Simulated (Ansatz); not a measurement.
Crystal: CoO.

```xyz
2
Lattice="1.5055 0.8692 2.4399 -1.5055 0.8692 2.4399 0.0000 -1.7384 2.4399" Properties=species:S:1:pos:R:3 pbc="T T T"
Co    0.0000    0.0000    0.0000
O     0.0000    0.0000    3.6599
```

The cell is a database's computed one.

```yaml
Program: Ansatz 0.2.0
Task: relaxation of cell and atoms
Functional: revPBE
Potentials_or_basis: Ansatz PAW
Cutoff: "420 eV (not typed: the program's choice for these potentials)"
k_mesh: 11 × 11 × 11
Occupations: fermi-dirac, width 0.05 eV
Spin: collinear spin, ferromagnetic start
Starting_moments: "[2.0, 0.0] μB"
```

At the start: volume 9.58 Å³/atom.

Question: Where does the relaxation end?

Answer: It ends after 12 steps and the volume is 9.79 Å³/atom (+2.2 %); space group R-3m (No. 166, to 0.05 Å); moment 2.95 μB per cell.

The path:
| step | energy change (eV) | largest force (eV/Å) | volume (Å³) |
| --- | --- | --- | --- |
| 1 | 0.0000 | 0.0000 | 19.16 |
| 2 | -0.0042 | 0.0000 | 19.40 |
| 3 | -0.0050 | 0.0000 | 19.65 |
| 4 | -0.0053 | 0.0000 | 19.67 |
| 5 | -0.0063 | 0.0000 | 19.64 |
| 6 | -0.0066 | 0.0000 | 19.66 |
| 7 | -0.0078 | 0.0000 | 19.58 |
| 8 | -0.0079 | 0.0000 | 19.57 |
| 9 | -0.0110 | 0.0000 | 19.57 |
| 10 | -0.0112 | 0.0000 | 19.58 |
| 11 | -0.0112 | 0.0000 | 19.58 |
| 12 | -0.0113 | 0.0000 | 19.58 |

Final structure:
```
Co O
1.0
     1.55060    0.89524    2.35077
    -1.55060    0.89524    2.35077
     0.00000   -1.79048    2.35077
Co O
1 1
Direct
  0.00000 0.00000 0.00000
  0.50000 0.50000 0.50000
```

Caveat: the plane-wave basis is chosen anew once the cell has moved, so the energies of steps on either side of that aren't comparable; the pressure holds a Pulay correction of +0.7 GPa for the finite cutoff; a cell with one magnetic atom can't hold antiferromagnetic order, which such compounds often take; the PAW data sets come from PBE, with cores solved anew for the run's functional, which leaves a small shift of forces and pressure.
